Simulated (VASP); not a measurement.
# NaI (Fm-3m) in VASP: further runs

The runs below take NaI through band structure, with PBE.

Program: VASP 6.6.1. These are calculated values, not measurements. Logs are shortened: lines on timing, memory, paths and dates and some standing lists are left out, and cuts for length are marked.

## Step 1: Starting point

The structure is cubic, space group Fm-3m (No. 225). Conventional cell: a = 6.473 Å, b = 6.473 Å, c = 6.473 Å, α = 90.00°, β = 90.00°, γ = 90.00°. I (site symmetry m-3m) is surrounded by 6 Na at 3.24 Å. Na (site symmetry m-3m) is surrounded by 6 I at 3.24 Å.

## Step 2: Band structure, PBE

INCAR reads:

```
SYSTEM = NaI
PREC     = Accurate       ! precision mode
ENCUT    = 520            ! plane-wave cutoff, eV
EDIFF    = 1E-6           ! SCF threshold, eV
ISMEAR   = -1             ! smearing method
SIGMA    = 0.05           ! smearing width, eV
LREAL    = .False.        ! projectors in reciprocal space
LASPH    = .True.         ! aspherical terms in the spheres
NELM     = 100            ! most SCF steps
ALGO     = Normal         ! electronic algorithm
ISIF     = 2              ! what is computed and relaxed
LWAVE    = .False.        ! write WAVECAR
LCHARG   = .False.        ! write CHGCAR
GGA      = PE             ! functional
```

KPOINTS reads:

```
Automatic mesh
0
Gamma
  7 7 7
  0 0 0
```

POSCAR reads:

```
NaI
1.0
    0.0000000000      3.2364000000      3.2364000000
    3.2364000000      0.0000000000      3.2364000000
    3.2364000000      3.2364000000      0.0000000000
I Na
1 1
Direct
    0.5000000000      0.5000000000      0.5000000000
    0.0000000000      0.0000000000      0.0000000000
```

KPOINTS_OPT reads:

```
path GXWKGLUWLK,UX
20
line-mode
reciprocal
 0.0000000000  0.0000000000  0.0000000000  G
 0.5000000000  0.0000000000  0.5000000000  X

 0.5000000000  0.0000000000  0.5000000000  X
 0.5000000000  0.2500000000  0.7500000000  W

 0.5000000000  0.2500000000  0.7500000000  W
 0.3750000000  0.3750000000  0.7500000000  K

 0.3750000000  0.3750000000  0.7500000000  K
 0.0000000000  0.0000000000  0.0000000000  G

 0.0000000000  0.0000000000  0.0000000000  G
 0.5000000000  0.5000000000  0.5000000000  L

 0.5000000000  0.5000000000  0.5000000000  L
 0.6250000000  0.2500000000  0.6250000000  U

 0.6250000000  0.2500000000  0.6250000000  U
 0.5000000000  0.2500000000  0.7500000000  W

 0.5000000000  0.2500000000  0.7500000000  W
 0.5000000000  0.5000000000  0.5000000000  L

 0.5000000000  0.5000000000  0.5000000000  L
 0.3750000000  0.3750000000  0.7500000000  K

 0.6250000000  0.2500000000  0.6250000000  U
 0.5000000000  0.0000000000  0.5000000000  X
```

Potentials or basis: VASP PAW PBE potentials, release 64 (I, Na_pv).

Command:

```
cat potpaw_PBE.64/I/POTCAR potpaw_PBE.64/Na_pv/POTCAR > POTCAR
mpirun -np 1 vasp_std > vasp.out
```

OUTCAR:

```text
SYSTEM = NaI
   PREC = Accurate
   ENCUT = 520
   EDIFF = 1E-6
   ISMEAR = -1
   LREAL = .False.
   LASPH = .True.
   NELM = 100
   ISIF = 2
   GGA = PE

 ion  position               nearest neighbor table
   1  0.500  0.500  0.500-
   2  0.000  0.000  0.000-

  LATTYP: Found a face centered cubic cell.
 ALAT       =     6.4728000000

  Lattice vectors:

 A1 = (   0.0000000000,   3.2364000000,   3.2364000000)
 A2 = (   3.2364000000,   0.0000000000,   3.2364000000)
 A3 = (   3.2364000000,   3.2364000000,   0.0000000000)

Analysis of symmetry for initial positions (statically):
=====================================================================
 Subroutine PRICEL returns:
 Original cell was already a primitive cell.

 Routine SETGRP: Setting up the symmetry group for a
 face centered cubic supercell.

 Subroutine GETGRP returns: Found 48 space group operations
 (whereof 48 operations were pure point group operations)
 out of a pool of 48 trial point group operations.

The static configuration has the point symmetry O_h .

Analysis of symmetry for dynamics (positions and initial velocities):
=====================================================================
 Subroutine PRICEL returns:
 Original cell was already a primitive cell.

 Routine SETGRP: Setting up the symmetry group for a
 face centered cubic supercell.

 Subroutine GETGRP returns: Found 48 space group operations
 (whereof 48 operations were pure point group operations)
 out of a pool of 48 trial point group operations.

The dynamic configuration has the point symmetry O_h .

 Subroutine INISYM returns: Found 48 space group operations
 (whereof 48 operations are pure point group operations),
 and found     1 'primitive' translations

----------------------------------------------------------------------------------------

                                     Primitive cell

  volume of cell :      67.7980

  direct lattice vectors                    reciprocal lattice vectors
     0.000000000  3.236400000  3.236400000    -0.154492646  0.154492646  0.154492646
     3.236400000  0.000000000  3.236400000     0.154492646 -0.154492646  0.154492646
     3.236400000  3.236400000  0.000000000     0.154492646  0.154492646 -0.154492646

  length of vectors
     4.576960773  4.576960773  4.576960773     0.267589113  0.267589113  0.267589113

  position of ions in fractional coordinates (direct lattice)
     0.500000000  0.500000000  0.500000000
     0.000000000  0.000000000  0.000000000

  ion indices of the primitive-cell ions
   primitive index   ion index
                 1           1
                 2           2

----------------------------------------------------------------------------------------

 KPOINTS: Automatic mesh

Automatic generation of k-mesh.
 Grid dimensions read from file:
 generate k-points for:    7    7    7

 Generating k-lattice:

  Cartesian coordinates                     Fractional coordinates (reciprocal lattice)
    -0.022070378  0.022070378  0.022070378     0.142857143  0.000000000  0.000000000
     0.022070378 -0.022070378  0.022070378     0.000000000  0.142857143  0.000000000
     0.022070378  0.022070378 -0.022070378     0.000000000  0.000000000  0.142857143

  Length of vectors
     0.038227016  0.038227016  0.038227016

  Shift w.r.t. Gamma in fractional coordinates (k-lattice)
     0.000000000  0.000000000  0.000000000

 Subroutine IBZKPT returns following result:
 ===========================================

 Found     20 irreducible k-points:

 Following reciprocal coordinates:
            Coordinates               Weight
  0.000000  0.000000  0.000000      1.000000
  0.142857  0.000000  0.000000      8.000000
  0.285714  0.000000  0.000000      8.000000
  0.428571  0.000000  0.000000      8.000000
  0.142857  0.142857  0.000000      6.000000
  0.285714  0.142857  0.000000     24.000000
[... 12 lines left out ...]
 -0.428571  0.428571  0.142857     24.000000
 -0.285714  0.428571  0.142857     24.000000
[... 48 lines left out ...]
      7       0.8064      2.00000
      8       4.4469      0.00000
      9       8.7361      0.00000
     10       8.7361      0.00000
     11       8.7362      0.00000

 k-point     2 :       0.1429    0.0000    0.0000
  band No.  band energies     occupation
      1     -21.6338      2.00000
      2     -21.6329      2.00000
      3     -21.6329      2.00000
      4     -10.1558      2.00000
      5       0.2320      2.00000
      6       0.7495      2.00000
      7       0.7495      2.00000
      8       5.0910      0.00000
      9       8.3133      0.00000
     10       8.9108      0.00000
     11       8.9108      0.00000

 k-point     3 :       0.2857    0.0000    0.0000
  band No.  band energies     occupation
      1     -21.6360      2.00000
      2     -21.6330      2.00000
      3     -21.6330      2.00000
      4     -10.0253      2.00000
      5      -0.7018      2.00000
      6       0.6287      2.00000
      7       0.6287      2.00000
      8       5.8429      0.00000
      9       8.4779      0.00000
     10       8.6556      0.00000
     11       8.6557      0.00000

 k-point     4 :       0.4286    0.0000    0.0000
  band No.  band energies     occupation
      1     -21.6378      2.00000
      2     -21.6331      2.00000
      3     -21.6331      2.00000
      4      -9.9141      2.00000
      5      -1.2940      2.00000
      6       0.5380      2.00000
      7       0.5380      2.00000
      8       5.9098      0.00000
      9       8.2996      0.00000
     10       8.2996      0.00000
     11       9.3992      0.00000
[... 183 lines left out ...]
 k-point    18 :      -0.4286    0.2857    0.1429
  band No.  band energies     occupation
      1     -21.6368      2.00000
      2     -21.6346      2.00000
      3     -21.6337      2.00000
      4      -9.8577      2.00000
      5      -0.9904      2.00000
      6      -0.1895      2.00000
      7       0.2830      2.00000
      8       6.9172      0.00000
      9       7.2711      0.00000
     10       8.4818      0.00000
     11       9.4089      0.00000

 k-point    19 :      -0.4286    0.4286    0.1429
  band No.  band energies     occupation
      1     -21.6364      2.00000
      2     -21.6348      2.00000
      3     -21.6344      2.00000
      4      -9.8307      2.00000
      5      -0.9220      2.00000
      6      -0.1791      2.00000
      7       0.0216      2.00000
      8       6.0789      0.00000
      9       7.1236      0.00000
     10       8.9782      0.00000
     11      10.2469      0.00000

 k-point    20 :      -0.2857    0.4286    0.1429
  band No.  band energies     occupation
      1     -21.6358      2.00000
      2     -21.6358      2.00000
      3     -21.6342      2.00000
      4      -9.8188      2.00000
      5      -0.6787      2.00000
      6      -0.6184      2.00000
      7       0.0519      2.00000
      8       6.5220      0.00000
      9       7.8241      0.00000
     10       8.7426      0.00000
     11       9.1063      0.00000

------------------------ aborting loop because EDIFF is reached ----------------------------------------

  FORCE on cell =-STRESS in cart. coord.  units (eV):
  Direction    XX          YY          ZZ          XY          YZ          ZX
  --------------------------------------------------------------------------------------
  -------------------------------------------------------------------------------------
  Total        0.1878871      0.1878871      0.1878871      0.0000000      0.0000000     -0.0000000
  in kB        4.4400813      4.4400813      4.4400813      0.0000000      0.0000000     -0.0000000
  external PRESSURE =       4.4400813 kB  Pullay stress =       0.0000000 kB

 VOLUME and BASIS-vectors are now :
 -----------------------------------------------------------------------------
  energy-cutoff  :      520.00
  volume of cell :       67.80
      direct lattice vectors                 reciprocal lattice vectors
     0.000000000  3.236400000  3.236400000    -0.154492646  0.154492646  0.154492646
     3.236400000  0.000000000  3.236400000     0.154492646 -0.154492646  0.154492646
     3.236400000  3.236400000  0.000000000     0.154492646  0.154492646 -0.154492646

 POSITION                                       TOTAL-FORCE (eV/Angst)
 -----------------------------------------------------------------------------------
      3.23640      3.23640      3.23640         0.000000      0.000000     -0.000000
      0.00000      0.00000      0.00000        -0.000000     -0.000000      0.000000
 -----------------------------------------------------------------------------------
    total drift:                                0.000000      0.000000      0.000000

  FREE ENERGIE OF THE ION-ELECTRON SYSTEM (eV)
  ---------------------------------------------------
  free  energy   TOTEN  =        -5.3850538261 eV

  energy  without entropy=       -5.3850538261  energy(sigma->0) =       -5.38505383
```

Wall time 40 s (1 thread of Intel Xeon 6975P-C (Granite Rapids), shared host); peak memory 0.21 GiB.

Results:

| Quantity | Value |
| --- | --- |
| Free energy | -5.3851 eV |
| Pressure | 0.4 GPa |
| Band gap on the k mesh | 3.64 eV, direct |
| Band gap along the path | 3.64 eV, direct |

Levels at the corners of the path, in eV from the valence-band top:
| point | band 3 | band 4 | band 5 | band 6 | band 7 | band 8 | band 9 | band 10 | band 11 |
| --- | --- | --- | --- | --- | --- | --- | --- | --- | --- |
| Γ | -22.44 | -11.02 | 0.00 | 0.00 | 0.00 | 3.64 | 7.93 | 7.93 | 7.93 |
| X | -22.44 | -10.63 | -1.90 | -0.74 | -0.74 | 4.49 | 5.55 | 9.87 | 11.30 |
| X | -22.44 | -10.63 | -1.90 | -0.74 | -0.74 | 4.49 | 5.55 | 9.87 | 11.30 |
| W | -22.44 | -10.62 | -1.41 | -1.41 | -0.93 | 5.82 | 7.48 | 7.48 | 7.91 |
| W | -22.44 | -10.62 | -1.41 | -1.41 | -0.93 | 5.82 | 7.48 | 7.48 | 7.91 |
| K | -22.44 | -10.63 | -1.64 | -1.34 | -0.60 | 5.21 | 6.68 | 8.69 | 9.21 |
| K | -22.44 | -10.63 | -1.64 | -1.34 | -0.60 | 5.21 | 6.68 | 8.69 | 9.21 |
| Γ | -22.44 | -11.02 | 0.00 | 0.00 | 0.00 | 3.64 | 7.93 | 7.93 | 7.93 |
| Γ | -22.44 | -11.02 | 0.00 | 0.00 | 0.00 | 3.64 | 7.93 | 7.93 | 7.93 |
| L | -22.44 | -10.70 | -2.18 | -0.28 | -0.28 | 5.09 | 7.44 | 7.44 | 8.73 |
| L | -22.44 | -10.70 | -2.18 | -0.28 | -0.28 | 5.09 | 7.44 | 7.44 | 8.73 |
| U | -22.44 | -10.63 | -1.64 | -1.34 | -0.60 | 5.21 | 6.68 | 8.69 | 9.21 |
| U | -22.44 | -10.63 | -1.64 | -1.34 | -0.60 | 5.21 | 6.68 | 8.69 | 9.21 |
| W | -22.44 | -10.62 | -1.41 | -1.41 | -0.93 | 5.82 | 7.48 | 7.48 | 7.91 |
| W | -22.44 | -10.62 | -1.41 | -1.41 | -0.93 | 5.82 | 7.48 | 7.48 | 7.91 |
| L | -22.44 | -10.70 | -2.18 | -0.28 | -0.28 | 5.09 | 7.44 | 7.44 | 8.73 |
| L | -22.44 | -10.70 | -2.18 | -0.28 | -0.28 | 5.09 | 7.44 | 7.44 | 8.73 |
| K | -22.44 | -10.63 | -1.64 | -1.34 | -0.60 | 5.21 | 6.68 | 8.69 | 9.21 |
| U | -22.44 | -10.63 | -1.64 | -1.34 | -0.60 | 5.21 | 6.68 | 8.69 | 9.21 |
| X | -22.44 | -10.63 | -1.90 | -0.74 | -0.74 | 4.49 | 5.55 | 9.87 | 11.31 |

Caveat: spin-orbit coupling is left out, which moves the levels of the heavy elements.

## Step 3: Band structure, PBE

POSCAR is that of step 2.

INCAR.step1 reads:

```
SYSTEM = NaI
  ALGO = Fast
  EDIFF = 1E-6
  ENCUT = 600
  GGA = PE
  ISIF = 2
  ISMEAR = -1
  LASPH = .True.
  LCHARG = .True.
  LREAL = .False.
  LWAVE = .False.
  NELM = 100
  PREC = Accurate
  SIGMA = 0.05
```

KPOINTS.step1 reads:

```
k-points
0
Gamma
  7 7 7
  0 0 0
```

INCAR.step2 reads:

```
SYSTEM = NaI
  ALGO = Fast
  EDIFF = 1E-6
  ENCUT = 600
  GGA = PE
  ICHARG = 11
  ISIF = 2
  ISMEAR = 0
  LASPH = .True.
  LCHARG = .False.
  LREAL = .False.
  LWAVE = .False.
  NELM = 100
  PREC = Accurate
  SIGMA = 0.05
```

KPOINTS.step2 reads:

```
path GXWKGLUWLK,UX
10
line-mode
reciprocal
 0.0000000000  0.0000000000  0.0000000000  G
 0.5000000000  0.0000000000  0.5000000000  X

 0.5000000000  0.0000000000  0.5000000000  X
 0.5000000000  0.2500000000  0.7500000000  W

 0.5000000000  0.2500000000  0.7500000000  W
 0.3750000000  0.3750000000  0.7500000000  K

 0.3750000000  0.3750000000  0.7500000000  K
 0.0000000000  0.0000000000  0.0000000000  G

 0.0000000000  0.0000000000  0.0000000000  G
 0.5000000000  0.5000000000  0.5000000000  L

 0.5000000000  0.5000000000  0.5000000000  L
 0.6250000000  0.2500000000  0.6250000000  U

 0.6250000000  0.2500000000  0.6250000000  U
 0.5000000000  0.2500000000  0.7500000000  W

 0.5000000000  0.2500000000  0.7500000000  W
 0.5000000000  0.5000000000  0.5000000000  L

 0.5000000000  0.5000000000  0.5000000000  L
 0.3750000000  0.3750000000  0.7500000000  K

 0.6250000000  0.2500000000  0.6250000000  U
 0.5000000000  0.0000000000  0.5000000000  X
```

Potentials or basis: VASP PAW PBE potentials, release 64 (I_GW, Na_sv_GW).

Command:

```
cat potpaw_PBE.64/I_GW/POTCAR potpaw_PBE.64/Na_sv_GW/POTCAR > POTCAR
cp INCAR.step1 INCAR
cp KPOINTS.step1 KPOINTS
mpirun -np 1 vasp_std > vasp.out
cp INCAR.step2 INCAR
cp KPOINTS.step2 KPOINTS
mpirun -np 1 vasp_std > vasp.out
```

Run time: 62 s. Hardware: 1 thread of Intel Xeon 6975P-C (Granite Rapids), shared host; peak memory 0.32 GiB.

It converged, with:

| Item | Value |
| --- | --- |
| Band gap on the k mesh | 3.64 eV, direct |
| Band gap along the path | 3.64 eV, direct |

Levels at the corners of the path, in eV from the valence-band top:
```tsv
point	band 6	band 7	band 8	band 9	band 10	band 11
Γ	0.00	0.00	0.00	3.64	7.96	7.96
X	-1.90	-0.74	-0.74	4.51	5.57	9.87
X	-1.90	-0.74	-0.74	4.51	5.57	9.87
W	-1.41	-1.41	-0.93	5.84	7.50	7.50
W	-1.41	-1.41	-0.93	5.84	7.50	7.50
K	-1.64	-1.34	-0.60	5.22	6.70	8.70
K	-1.64	-1.34	-0.60	5.22	6.70	8.70
Γ	0.00	0.00	0.00	3.64	7.96	7.96
Γ	0.00	0.00	0.00	3.64	7.96	7.96
L	-2.18	-0.28	-0.28	5.09	7.47	7.47
L	-2.18	-0.28	-0.28	5.09	7.47	7.47
U	-1.64	-1.34	-0.60	5.22	6.70	8.70
U	-1.64	-1.34	-0.60	5.22	6.70	8.70
W	-1.41	-1.41	-0.93	5.84	7.50	7.50
W	-1.41	-1.41	-0.93	5.84	7.50	7.50
L	-2.18	-0.28	-0.28	5.09	7.47	7.47
L	-2.18	-0.28	-0.28	5.09	7.47	7.47
K	-1.64	-1.34	-0.60	5.22	6.70	8.70
U	-1.64	-1.34	-0.60	5.22	6.70	8.70
X	-1.90	-0.74	-0.74	4.51	5.57	9.87
```

Caveat: the log is that of the step along the path at fixed density, whose energy, stress, charges and moments have no meaning; spin-orbit coupling is left out, which moves the levels of the heavy elements. As with any semilocal functional, this PBE gap is likely too small.

## Step 4: Band structure, PBE

INCAR reads:

```
PREC = Accurate ; ENCUT = 550
EDIFF = 1E-6 ; ISMEAR = -1
SIGMA = 0.05 ; LREAL = False
LASPH = True ; NELM = 100
ALGO = Normal ; ISIF = 2
LWAVE = False ; LCHARG = False
GGA = PE ; NBANDS = 15
```

KPOINTS reads:

```
regular mesh
0
Gamma
  7 7 7
```

POSCAR is that of step 3.

KPOINTS_OPT is that of step 2.

Command:

```
cat potpaw_PBE.64/I_GW/POTCAR potpaw_PBE.64/Na_sv_GW/POTCAR > POTCAR
mpirun -np 1 vasp_std > vasp.out
```

It took 61 s on 1 thread of Intel Xeon 6975P-C (Granite Rapids), shared host; peak memory 0.22 GiB.

Results (log left out):

* Free energy: -7.4724 eV
* Pressure: 0.2 GPa
* Band gap on the k mesh: 3.64 eV, direct
* Band gap along the path: 3.64 eV, direct

Levels at the corners of the path, in eV from the valence-band top:
```csv
point,band 4,band 5,band 6,band 7,band 8,band 9,band 10,band 11,band 12,band 13
Γ,-22.44,-11.02,0.00,0.00,0.00,3.64,7.96,7.96,7.96,9.82
X,-22.44,-10.63,-1.90,-0.74,-0.74,4.51,5.57,9.87,11.30,11.30
X,-22.44,-10.63,-1.90,-0.74,-0.74,4.51,5.57,9.87,11.30,11.30
W,-22.44,-10.62,-1.40,-1.40,-0.93,5.84,7.50,7.50,7.92,11.99
W,-22.44,-10.62,-1.40,-1.40,-0.93,5.84,7.50,7.50,7.92,11.99
K,-22.44,-10.63,-1.64,-1.34,-0.60,5.22,6.70,8.70,9.24,10.00
K,-22.44,-10.63,-1.64,-1.34,-0.60,5.22,6.70,8.70,9.24,10.00
Γ,-22.44,-11.02,0.00,0.00,0.00,3.64,7.96,7.96,7.96,9.82
Γ,-22.44,-11.02,0.00,0.00,0.00,3.64,7.96,7.96,7.96,9.82
L,-22.44,-10.70,-2.18,-0.28,-0.28,5.09,7.47,7.47,8.74,10.31
L,-22.44,-10.70,-2.18,-0.28,-0.28,5.09,7.47,7.47,8.74,10.31
U,-22.44,-10.63,-1.64,-1.34,-0.60,5.22,6.70,8.70,9.24,10.00
U,-22.44,-10.63,-1.64,-1.34,-0.60,5.22,6.70,8.70,9.24,10.00
W,-22.44,-10.62,-1.40,-1.40,-0.93,5.84,7.50,7.50,7.92,11.99
W,-22.44,-10.62,-1.40,-1.40,-0.93,5.84,7.50,7.50,7.92,11.99
L,-22.44,-10.70,-2.18,-0.28,-0.28,5.09,7.47,7.47,8.74,10.31
L,-22.44,-10.70,-2.18,-0.28,-0.28,5.09,7.47,7.47,8.74,10.31
K,-22.44,-10.63,-1.64,-1.34,-0.60,5.22,6.70,8.70,9.24,10.00
U,-22.44,-10.63,-1.64,-1.34,-0.60,5.22,6.70,8.70,9.24,10.00
X,-22.44,-10.63,-1.90,-0.74,-0.74,4.51,5.57,9.87,11.30,11.30
```

Caveat: spin-orbit coupling is left out, which moves the levels of the heavy elements. Expect the measured gap to be larger: semilocal functionals such as PBE lack the derivative discontinuity.

## Step 5: The reference run

An earlier run on the cell as given: functional PBE; potentials or basis VASP PAW PBE potentials, release 64 (I, Na_pv); cutoff 520 eV; k mesh 7 × 7 × 7; occupations fermi-dirac, width 0.05 eV; no spin polarisation.

- Pressure: 0.4 GPa
- Band gap on the k mesh: 3.64 eV, direct

## Step 6: The runs side by side

```tsv
task	potentials or basis	cutoff (eV)	gap on the mesh (eV)	pressure (GPa)
band structure	VASP PAW PBE potentials, release 64 (I, Na_pv)	520	3.64	0.4
band structure	VASP PAW PBE potentials, release 64 (I_GW, Na_sv_GW)	600	3.64	-
band structure	VASP PAW PBE potentials, release 64 (I_GW, Na_sv_GW)	550	3.64	0.2
single point	VASP PAW PBE potentials, release 64 (I, Na_pv)	520	3.64	0.4
```

Alike in all rows: level PBE; no spin polarisation; cell as given; k mesh 7 × 7 × 7; smearing fermi-dirac 0.05 eV.

Caveats: spin-orbit coupling is left out, which moves the levels of the heavy elements.

Total energies depend on the potentials used, so only differences within one code and one set of settings carry meaning.
